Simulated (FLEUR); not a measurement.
# C (P6_3/mmc) in FLEUR: further runs

One crystal, C, is run at these levels: RPBE; tasks: band structure, equation of state.

The COD entry that gives the cell may itself be a prediction, so a difference from it is no test against experiment.

Everything below comes from runs of FLEUR MaX-R8.1 (later development tree). Logs are shortened: lines on timing, memory, paths and dates and some standing lists are left out, and cuts for length are marked.

## (1) The structure

It takes space group P6_3/mmc (No. 194, hexagonal). Conventional cell: a = 2.522 Å, b = 2.522 Å, c = 12.356 Å, α = 90.00°, β = 90.00°, γ = 120.00°. Around C (site symmetry 3m) lie 4 C at 1.54 Å. C (site symmetry 3m) is surrounded by 4 C at 1.54 Å. C (site symmetry 3m) is surrounded by 4 C at 1.54 Å.

This is a hexagonal form of diamond, not graphite.

## (2) Band structure, RPBE

inp.xml

```xml
<?xml version="1.0" encoding="UTF-8" standalone="no"?>
<fleurInput fleurInputVersion="0.39">
   <comment>
      C                                                                                                   
   </comment>
   <calculationSetup>
      <cutoffs Kmax="5.33" Gmax="16.5" GmaxXC="16.5" numbands="0"/>
      <scfLoop itmax="60" minDistance="0.00001" maxIterBroyd="15" imix="Anderson" alpha="0.05" precondParam="0.0" spinf="2.0" sdNocoIR="T"/>
      <coreElectrons ctail="T" frcor="F" kcrel="0" coretail_lmax="0"/>
      <xcFunctional name="Rpbe" relativisticCorrections="F"/>
      <magnetism jspins="1"/>
      <soc l_soc="F" theta="0.0" phi="0.0" spav="F"/>
      <expertModes spex="0" secvar="F"/>
      <geometryOptimization l_f="F" forcealpha="1.0" forcemix="BFGS" epsdisp="0.00001" epsforce="0.00001"/>
      <ldaU l_linMix="F" mixParam="0.05" spinf="1.0"/>
   </calculationSetup>
   <cell>
      <bzIntegration valenceElectrons="48.0" mode="hist" fermiSmearingEnergy="0.00183747">
         <kPointListSelection listName="default-1"/>
         <!-- k-points included here -->
         <xi:include xmlns:xi="http://www.w3.org/2001/XInclude" href="kpts.xml"> </xi:include>
      </bzIntegration>
      <!-- symmetry operations included here -->
[... 35 lines left out ...]
         <relPos label="                   6">1.000/3.000 -1.000/3.000 -.0208300000</relPos>
         <relPos label="                   7">-1.000/3.000 1.000/3.000 .0208300000</relPos>
         <relPos label="                   8">1.000/3.000 -1.000/3.000 -.4791700000</relPos>
         <force calculate="T" relaxXYZ="TTT"/>
      </atomGroup>
      <atomGroup species="Carbon (C)">
         <relPos label="                   9">.0000000000 .0000000000 -3.000/16.000</relPos>
         <relPos label="                  10">.0000000000 .0000000000 5.000/16.000</relPos>
         <relPos label="                  11">.0000000000 .0000000000 -5.000/16.000</relPos>
         <relPos label="                  12">.0000000000 .0000000000 3.000/16.000</relPos>
         <force calculate="T" relaxXYZ="TTT"/>
      </atomGroup>
   </atomGroups>
   <output dos="F" band="F" slice="F">
      <checks vchk="F" cdinf="F"/>
      <bandDOS minEnergy="-.5*Htr" maxEnergy="0.5*Htr" sigma="0.015" storeEVData="T"/>
      <vacuumDOS vacdos="F" integ="F" star="F" nstars="0" locx1="0.0" locy1="0.0" locx2="0.0" locy2="0.0" nstm="0" tworkf="0.0"/>
      <unfoldingBand unfoldBand="F" supercellX="1" supercellY="1" supercellZ="1"/>
      <plotting iplot="0" polar="F">
         <plot TwoD="T" vec1="  1.0  0.0  0.0" vec2="  0.0  1.0  0.0" vec3="  0.0  0.0  1.0" zero="  0.0  0.0  0.0" file="plot"/>
      </plotting>
      <chargeDensitySlicing numkpt="0" minEigenval="0.0" maxEigenval="0.0" nnne="0" pallst="F"/>
      <specialOutput eonly="F"/>
      <moessbauerParams electricFieldGradient="T" isomerShift="T" coreHyperfine="T" valenceHyperfine="T"/>
      <magneticCircularDichroism mcd="F" energyLo="-10.0" energyUp="0.0"/>
   </output>
  <!-- We include the file relax.xml here to enable relaxations (see documentation) -->
  <xi:include xmlns:xi="http://www.w3.org/2001/XInclude" href="relax.xml"> <xi:fallback/> </xi:include>
</fleurInput>
```

crystal.txt

```
C
&input cartesian=F /
2.5221000000  0.0000000000  0.0000000000
-1.2610500000  2.1842026709  0.0000000000
0.0000000000  0.0000000000  12.3557000000
1.8897261246
1.0 1.0 1.0

12
6 0.6666666667  0.3333333333  0.3541700000
6 0.3333333333  0.6666666667  0.8541700000
6 0.6666666667  0.3333333333  0.1458300000
6 0.3333333333  0.6666666667  0.6458300000
6 0.6666666667  0.3333333333  0.4791700000
6 0.3333333333  0.6666666667  0.9791700000
6 0.6666666667  0.3333333333  0.0208300000
6 0.3333333333  0.6666666667  0.5208300000
6 0.0000000000  0.0000000000  0.8125000000
6 0.0000000000  0.0000000000  0.3125000000
6 0.0000000000  0.0000000000  0.6875000000
6 0.0000000000  0.0000000000  0.1875000000

&kpt div1=12 div2=12 div3=3 gamma=T /
```

inp.xml (bands)

```
<?xml version="1.0" encoding="UTF-8" standalone="no"?>
<fleurInput fleurInputVersion="0.39">
   <comment>
      C                                                                                                   
   </comment>
   <calculationSetup>
      <cutoffs Kmax="5.33" Gmax="16.5" GmaxXC="16.5" numbands="0"/>
      <scfLoop itmax="60" minDistance="0.00001" maxIterBroyd="15" imix="Anderson" alpha="0.05" precondParam="0.0" spinf="2.0" sdNocoIR="T"/>
      <coreElectrons ctail="T" frcor="F" kcrel="0" coretail_lmax="0"/>
      <xcFunctional name="Rpbe" relativisticCorrections="F"/>
      <magnetism jspins="1"/>
      <soc l_soc="F" theta="0.0" phi="0.0" spav="F"/>
      <expertModes spex="0" secvar="F"/>
      <geometryOptimization l_f="F" forcealpha="1.0" forcemix="BFGS" epsdisp="0.00001" epsforce="0.00001"/>
      <ldaU l_linMix="F" mixParam="0.05" spinf="1.0"/>
   </calculationSetup>
   <cell>
      <bzIntegration valenceElectrons="48.0" mode="hist" fermiSmearingEnergy="0.00183747">
         <kPointListSelection listName="path-1"/>
         <!-- k-points included here -->
         <xi:include xmlns:xi="http://www.w3.org/2001/XInclude" href="kpts.xml"> </xi:include>
      </bzIntegration>
      <!-- symmetry operations included here -->
[... 33 lines left out ...]
      <atomGroup species="Carbon (C)">
         <relPos label="                   5">-1.000/3.000 1.000/3.000 .4791700000</relPos>
         <relPos label="                   6">1.000/3.000 -1.000/3.000 -.0208300000</relPos>
         <relPos label="                   7">-1.000/3.000 1.000/3.000 .0208300000</relPos>
         <relPos label="                   8">1.000/3.000 -1.000/3.000 -.4791700000</relPos>
         <force calculate="T" relaxXYZ="TTT"/>
      </atomGroup>
      <atomGroup species="Carbon (C)">
         <relPos label="                   9">.0000000000 .0000000000 -3.000/16.000</relPos>
         <relPos label="                  10">.0000000000 .0000000000 5.000/16.000</relPos>
         <relPos label="                  11">.0000000000 .0000000000 -5.000/16.000</relPos>
         <relPos label="                  12">.0000000000 .0000000000 3.000/16.000</relPos>
         <force calculate="T" relaxXYZ="TTT"/>
      </atomGroup>
   </atomGroups>
   <output dos="F" band="T" slice="F">
      <checks vchk="F" cdinf="F"/>
      <bandDOS minEnergy="-.5*Htr" maxEnergy="0.5*Htr" sigma="0.015" storeEVData="T"/>
      <vacuumDOS vacdos="F" integ="F" star="F" nstars="0" locx1="0.0" locy1="0.0" locx2="0.0" locy2="0.0" nstm="0" tworkf="0.0"/>
      <unfoldingBand unfoldBand="F" supercellX="1" supercellY="1" supercellZ="1"/>
      <plotting iplot="0" polar="F">
         <plot TwoD="T" vec1="  1.0  0.0  0.0" vec2="  0.0  1.0  0.0" vec3="  0.0  0.0  1.0" zero="  0.0  0.0  0.0" file="plot"/>
      </plotting>
      <chargeDensitySlicing numkpt="0" minEigenval="0.0" maxEigenval="0.0" nnne="0" pallst="F"/>
      <specialOutput eonly="F"/>
      <moessbauerParams electricFieldGradient="T" isomerShift="T" coreHyperfine="T" valenceHyperfine="T"/>
      <magneticCircularDichroism mcd="F" energyLo="-10.0" energyUp="0.0"/>
   </output>
  <!-- We include the file relax.xml here to enable relaxations (see documentation) -->
  <xi:include xmlns:xi="http://www.w3.org/2001/XInclude" href="relax.xml"> <xi:fallback/> </xi:include>
</fleurInput>
```

Potentials or basis: all-electron, FLAPW.

Run with:

```
inpgen -f crystal.txt -profile fastHighL
# inp.xml edited to the form shown
fleur_MPI
fleur_MPI   # second run, on inp.xml (bands)
```

Output:

```text
Welcome to FLEUR        (www.flapw.de)
      MaX-Release 8.1          (www.max-centre.eu)

 ========== k-point set info ==========
 Selected k-point list: default-1
 k-point list type: mesh
 12 x 12 x 3
 Number of k points: 38

 ------------Calculation Setup---------------------------
 Number of MPI-tasks      :            1
 Number of PE/node        :            1
 Number of OMP-threads    :            1
 Most efficient MPI parallelization for:
           1           2          19          38
 Additional eigenvalue parallelization possible
 Number of basis functions:         1371
 Approximate size of matrices (H+S) per k-point:         0.028 GB
 --------------------------------------------------------
 Iteration:     1   Distance:      25.45687848 me/bohr^3
 Iteration:     2   Distance:      24.03034945 me/bohr^3
 Iteration:     3   Distance:       3.29240214 me/bohr^3
 Iteration:     4   Distance:       2.48129937 me/bohr^3
 Iteration:     5   Distance:       0.35580421 me/bohr^3
 Iteration:     6   Distance:       0.21212127 me/bohr^3
 Iteration:     7   Distance:       0.19570251 me/bohr^3
 Iteration:     8   Distance:       0.03677597 me/bohr^3
 Iteration:     9   Distance:       0.03872154 me/bohr^3
 Iteration:    10   Distance:       0.02112635 me/bohr^3
 Iteration:    11   Distance:       0.00413227 me/bohr^3
 Iteration:    12   Distance:       0.00252573 me/bohr^3
 Iteration:    13   Distance:       0.00048485 me/bohr^3
 Iteration:    14   Distance:       0.00001936 me/bohr^3
 Iteration:    15   Distance:       0.00002178 me/bohr^3
 Iteration:    16   Distance:       0.00002054 me/bohr^3
 Iteration:    17   Distance:       0.00000391 me/bohr^3

 ********************************************************************
 Run finished successfully
 Stop message:
   all done
 ********************************************************************
```

It took 11 min on 1 thread of Arm Neoverse V1, shared host; peak memory 0.13 GiB.

What came out:

```yaml
Free_energy: -12455.4204 eV
Band_gap_on_the_k_mesh: 4.50 eV, indirect (least direct gap 5.41 eV)
Band_gap_along_the_path: 4.49 eV, indirect (least direct gap 5.41 eV)
Valence_electrons_inside_the_program's_atomic_spheres: C 2.10 (radii C 1.35 bohr)
```

Levels at the corners of the path, in eV from the valence-band top:
```tsv
point	band 20	band 21	band 22	band 23	band 24	band 25	band 26	band 27	band 28	band 29
Γ	-0.98	-0.98	-0.15	0.00	0.00	5.41	5.41	5.78	6.49	6.49
M	-4.33	-4.06	-4.05	-3.62	-2.89	4.67	5.24	5.41	5.77	6.97
K	-6.23	-6.01	-4.78	-4.54	-4.54	5.82	5.82	6.41	8.93	9.74
Γ	-0.98	-0.98	-0.15	0.00	0.00	5.41	5.41	5.78	6.49	6.49
A	-1.34	-0.33	-0.33	-0.33	-0.33	5.80	5.80	5.80	5.80	6.38
L	-4.97	-3.76	-3.76	-3.24	-3.24	4.84	4.84	6.02	6.02	6.16
H	-5.79	-5.30	-5.30	-4.76	-4.76	6.08	6.08	7.27	7.27	8.35
A	-1.34	-0.33	-0.33	-0.33	-0.33	5.80	5.80	5.80	5.80	6.38
L	-4.97	-3.76	-3.76	-3.24	-3.24	4.84	4.84	6.02	6.02	6.16
M	-4.33	-4.06	-4.05	-3.62	-2.89	4.67	5.24	5.41	5.77	6.97
K	-6.23	-6.01	-4.78	-4.54	-4.54	5.82	5.82	6.41	8.93	9.74
H	-5.79	-5.30	-5.30	-4.76	-4.76	6.08	6.08	7.27	7.27	8.35
```

Core levels (eV from the Fermi level):
| atom | levels |
| --- | --- |
| 1 C | 1s1/2 -265.9 |
| 2 C | 1s1/2 -265.9 |
| 3 C | 1s1/2 -265.9 |
| 4 C | 1s1/2 -265.9 |
| 5 C | 1s1/2 -265.9 |
| 6 C | 1s1/2 -265.9 |

RPBE gaps usually lie below the measured ones, often by a third to a half.

## (3) Equation of state, RPBE, 5.33 Å³/atom (volume scaled by 0.94)

Changes to inp.xml since step 2:

```diff
@@ -6,3 +6,3 @@
    <calculationSetup>
-      <cutoffs Kmax="5.33" Gmax="16.5" GmaxXC="16.5" numbands="0"/>
+      <cutoffs Kmax="5.5" Gmax="17.0" GmaxXC="17.0" numbands="0"/>
       <scfLoop itmax="60" minDistance="0.00001" maxIterBroyd="15" imix="Anderson" alpha="0.05" precondParam="0.0" spinf="2.0" sdNocoIR="T"/>
@@ -24,3 +24,3 @@
       <xi:include xmlns:xi="http://www.w3.org/2001/XInclude" href="sym.xml"> </xi:include>
-      <bulkLattice scale="1.0">
+      <bulkLattice scale="0.9795861087">
          <bravaisMatrix>
@@ -34,3 +34,3 @@
       <species name="Carbon (C)" element="C" atomicNumber="6">
-         <mtSphere radius="1.35" gridPoints="447" logIncrement="0.023"/>
+         <mtSphere radius="1.31" gridPoints="447" logIncrement="0.023"/>
          <atomicCutoffs lmax="8" lnonsphr="6"/>
```

Potentials or basis: all-electron, FLAPW.

Run with:

```
inpgen -f crystal.txt -profile fastHighL
# inp.xml edited to the form shown
fleur_MPI
```

Run time: 11 min. Hardware: 1 thread of Arm Neoverse V1, shared host; peak memory 0.14 GiB.

Results (log left out):

| Property | Result |
| --- | --- |
| Free energy | -12454.8374 eV |
| Band gap on the k mesh | 4.66 eV, indirect (least direct gap 5.55 eV) |
| Valence electrons inside the program's atomic spheres | C 2.02 (radii C 1.31 bohr) |

Caveat: an odd mesh through Γ misses points on the zone boundary, where band edges often lie.

## (4) Equation of state, RPBE, 5.45 Å³/atom (volume scaled by 0.96)

Changes to inp.xml since step 3:

```diff
@@ -24,3 +24,3 @@
       <xi:include xmlns:xi="http://www.w3.org/2001/XInclude" href="sym.xml"> </xi:include>
-      <bulkLattice scale="0.9795861087">
+      <bulkLattice scale="0.9864848297">
          <bravaisMatrix>
```

Run with:

```
inpgen -f crystal.txt -profile fastHighL
# inp.xml edited to the form shown
fleur_MPI
```

It took 11 min on 1 thread of Arm Neoverse V1, shared host; peak memory 0.14 GiB.

Results (log left out):

* Free energy: -12455.1223 eV
* Band gap on the k mesh: 4.60 eV, indirect (least direct gap 5.50 eV)
* Valence electrons inside the program's atomic spheres: C 2.00 (radii C 1.31 bohr)

Caveat: an odd mesh through Γ misses points on the zone boundary, where band edges often lie.

## (5) Equation of state, RPBE, 5.67 Å³/atom

Changes to inp.xml since step 4:

```diff
@@ -24,3 +24,3 @@
       <xi:include xmlns:xi="http://www.w3.org/2001/XInclude" href="sym.xml"> </xi:include>
-      <bulkLattice scale="0.9864848297">
+      <bulkLattice scale="1.0000000000">
          <bravaisMatrix>
```

Run with:

```
inpgen -f crystal.txt -profile fastHighL
# inp.xml edited to the form shown
fleur_MPI
```

Wall time 12 min (1 thread of Arm Neoverse V1, shared host); peak memory 0.15 GiB.

The run converged. Its results:

```
Free energy                                           : -12455.4241 eV
Band gap on the k mesh                                : 4.50 eV, indirect (least direct gap 5.41 eV)
Valence electrons inside the program's atomic spheres : C 1.96 (radii C 1.31 bohr)
```

Caveat: an odd mesh through Γ misses points on the zone boundary, where band edges often lie.

## (6) Equation of state, RPBE, 5.90 Å³/atom (volume scaled by 1.04)

Changes to inp.xml since step 5:

```diff
@@ -24,3 +24,3 @@
       <xi:include xmlns:xi="http://www.w3.org/2001/XInclude" href="sym.xml"> </xi:include>
-      <bulkLattice scale="1.0000000000">
+      <bulkLattice scale="1.0131594038">
          <bravaisMatrix>
```

Potentials or basis: all-electron, FLAPW.

Run with:

```
inpgen -f crystal.txt -profile fastHighL
# inp.xml edited to the form shown
fleur_MPI
```

Run time: 13 min. Hardware: 1 thread of Arm Neoverse V1, shared host; peak memory 0.16 GiB.

Results (log left out):

* Free energy: -12455.4194 eV
* Band gap on the k mesh: 4.40 eV, indirect (least direct gap 5.32 eV)
* Valence electrons inside the program's atomic spheres: C 1.92, 1.93 (radii C 1.31 bohr)

Caveat: an odd mesh through Γ misses points on the zone boundary, where band edges often lie.

## (7) Equation of state, RPBE, 6.01 Å³/atom (volume scaled by 1.06)

Changes to inp.xml since step 6:

```diff
@@ -24,3 +24,3 @@
       <xi:include xmlns:xi="http://www.w3.org/2001/XInclude" href="sym.xml"> </xi:include>
-      <bulkLattice scale="1.0131594038">
+      <bulkLattice scale="1.0196128224">
          <bravaisMatrix>
```

Run with:

```
inpgen -f crystal.txt -profile fastHighL
# inp.xml edited to the form shown
fleur_MPI
```

It took 14 min on 1 thread of Arm Neoverse V1, shared host; peak memory 0.16 GiB.

It converged, with:

```yaml
Free_energy: -12455.3184 eV
Band_gap_on_the_k_mesh: 4.36 eV, indirect (least direct gap 5.28 eV)
Valence_electrons_inside_the_program's_atomic_spheres: C 1.91 (radii C 1.31 bohr)
```

Caveat: an odd mesh through Γ misses points on the zone boundary, where band edges often lie.

## (8) Equation of state, RPBE

No new run: the results of the series are fitted here.

Results:

| Item | Value |
| --- | --- |
| Equilibrium volume | 5.78 Å³/atom |
| Bulk modulus at fixed shape and positions | 420 GPa |
| Pressure derivative of the bulk modulus | 3.7 (rough: it moves with the points fitted) |

Energy against volume, from the lowest point:
```
volume (Å³/atom)  energy (meV/atom)
           5.332              48.89
           5.445              25.15
           5.672               0.00
           5.899               0.39
           6.012               8.80
```

Caveat: the cell was scaled at fixed shape and fractional positions, which overstates the stiffness of a crystal with free parameters, most of all of layers and chains.
